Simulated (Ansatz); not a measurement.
# TiC: stress in a strained cell

TiC is deformed so: equal xx and yy strain of -3 %. What stress and forces result, by LAPW, PAW and all-electron datasets made for the crystal?

Program: Ansatz 0.2.0. Level of theory: DFT PBE, scalar-relativistic. These are calculated values, not measurements.

### Step 1. Starting point

The structure is cubic, space group Fm-3m (No. 225). The conventional cell has a = 4.328 Å, b = 4.328 Å, c = 4.328 Å, α = 90.00°, β = 90.00°, γ = 90.00°. Around Ti (site symmetry m-3m) lie 6 C at 2.16 Å. C (site symmetry m-3m) has 6 Ti at 2.16 Å as nearest neighbours.

Structure file:

```xyz
2
Lattice="0.0000 2.1640 2.1640 2.1640 0.0000 2.1640 2.1640 2.1640 0.0000" Properties=species:S:1:pos:R:3 pbc="T T T"
Ti    0.0000    0.0000    0.0000
C     2.1640    2.1640    2.1640
```

Atoms are numbered in the order of the input: Ti1, C2.

### Step 2. After the deformation

Space group Fm-3m before, I4/mmm after.

### Step 3. LAPW, all electrons

The input, input.yaml:

```yaml
crystal:
  lattice:
    - [0.0, 2.09908, 2.164]
    - [2.09908, 0.0, 2.164]
    - [2.09908, 2.09908, 0.0]
  atoms:
    - { symbol: Ti, position: [0.0, 0.0, 0.0] }
    - { symbol: C, position: [0.5, 0.5, 0.5] }
kpoints:
  mp_grid: { grid: [16, 16, 16] }
  band_path:
    path:
      - [0.0, 0.0, 0.0]
      - [0.0, 0.5, 0.5]
      - [0.25, 0.75, 0.5]
      - [0.0, 0.5, 0.0]
      - [0.0, 0.0, 0.0]
      - [0.5, 0.5, 0.0]
      - [0.3676125, 0.6323875, 0.0]
      - [-0.3676125, 0.3676125, 0.0]
      - [0.0, 0.0, 0.0]
    npoints: 5
scf:
  occupations: { method: fermi_dirac, width: 0.03 }
hamiltonian:
  xc: pbe
  pseudopotentials: { kind: all_electron, lapw: { basis_error: 0.001 } }
output:
  forces: true
  stress: true
  eigenvalues: true
```

Started as:

```console
$ ansatz run input.yaml --threads 1 --pin off --max-ram 3072MiB --backend cpu --events-out ev --progress --plain --runs-dir out
```

### Step 4. PAW on the default files

The input, input.yaml:

```yaml
crystal:
  lattice:
    - [0.0, 2.09908, 2.164]
    - [2.09908, 0.0, 2.164]
    - [2.09908, 2.09908, 0.0]
  atoms:
    - { symbol: Ti, position: [0.0, 0.0, 0.0] }
    - { symbol: C, position: [0.5, 0.5, 0.5] }
kpoints:
  mp_grid: { grid: [16, 16, 16] }
scf:
  occupations: { method: fermi_dirac, width: 0.03 }
hamiltonian:
  xc: pbe
  pseudopotentials: { kind: paw }
output:
  forces: true
  stress: true
  eigenvalues: true
  efg: { contact_densities: true }
```

### Step 5. All-electron PAW on datasets made for the crystal

input.yaml, as its differences from that of step 4:

```diff
@@ -14,3 +14,3 @@
   xc: pbe
-  pseudopotentials: { kind: paw }
+  pseudopotentials: { kind: all_electron, datasets: crystal }
 output:
```

(Steps that only read results are left out.)

What does the calculation give? Wanted: pressure; largest shear or deviatoric stress.

The runs gave:

```
                                 quantity                                              value
                                 pressure  LAPW 18.81, PAW 18.82, crystal datasets 18.81 GPa
largest shear or deviatoric stress (LAPW)                                           9.99 GPa
```

What this shows: The largest part of the stress beyond the pressure is 9.99 GPa in size, in the zz component; the atoms are carried along and not relaxed. No run of the undeformed cell stands beside it, so the pressure holds what the given cell had before the change. PAW: stress within 0.03 GPa of LAPW. Crystal datasets: stress within 0.01 GPa of LAPW.
